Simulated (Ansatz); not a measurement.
# ScAl3: the cost of one run

Computed with Ansatz 0.2.0 (DFT PBE, scalar-relativistic, plane waves, PAW, unless a step's input says otherwise).

## 1. The system as given

The structure is orthorhombic, space group Immm (No. 71). The conventional cell has a = 3.196 Å, b = 4.520 Å, c = 9.041 Å, α = 90.00°, β = 90.00°, γ = 90.00°. Around Sc (site symmetry mmm) lie 8 Al at 2.77 Å. Al (site symmetry mmm) is surrounded by 4 Sc at 2.77 Å and 4 Al at 2.77 Å. Al (site symmetry mm2) is surrounded by 6 Al at 2.77 Å and 2 Sc at 2.77 Å.

Structure file:

```cif
data_structure
_symmetry_space_group_name_H-M 'P 1'
_symmetry_Int_Tables_number 1
_cell_length_a 5.3006
_cell_length_b 5.3006
_cell_length_c 5.3006
_cell_angle_alpha 144.903
_cell_angle_beta 129.521
_cell_angle_gamma 62.964
_cell_volume 65.32
loop_
_atom_site_label
_atom_site_type_symbol
_atom_site_fract_x
_atom_site_fract_y
_atom_site_fract_z
_atom_site_occupancy
Sc1 Sc 0.00000 0.00000 0.00000 1
Al1 Al 0.50000 0.50000 0.00000 1
Al2 Al 0.75000 0.25000 0.50000 1
Al3 Al 0.25000 0.75000 0.50000 1
```

The start is an ordering of an alloy on its end members' structure types: elements ordered on the sites of the Rb type, Al/Sc on Rb (Immm, No. 71).

## 2. A first look at the guess

Contents of input.yaml:

```yaml
crystal:
  lattice:
    - [-1.59819961, 2.26019556, 4.52039112]
    - [1.59819961, -2.26019556, 4.52039112]
    - [1.59819961, 2.26019556, -4.52039112]
  atoms:
    - { symbol: Sc, position: [0.0, 0.0, 0.0] }
    - { symbol: Al, position: [0.5, 0.5, 0.0] }
    - { symbol: Al, position: [0.75, 0.25, 0.5] }
    - { symbol: Al, position: [0.25, 0.75, 0.5] }
basis:
  ecutwfc: 420
kpoints:
  mp_grid: { grid: [6, 6, 6] }
hamiltonian:
  xc: pbe
scf:
  occupations: { method: gaussian, width: 0.1 }
  lower_state_search: "off"
output:
  forces: true
  stress: true
  eigenvalues: true
```

Launch:

```sh
$ ansatz run input.yaml --threads 1 --pin off --max-ram 2560MiB --backend cpu --events-out ev --progress --plain --runs-dir out
```

**Question.** How long does this run take on 1 thread of AMD EPYC (Zen 3), shared host, and how much memory does it need?

About 4.6 s, with a peak of 0.38 GiB.
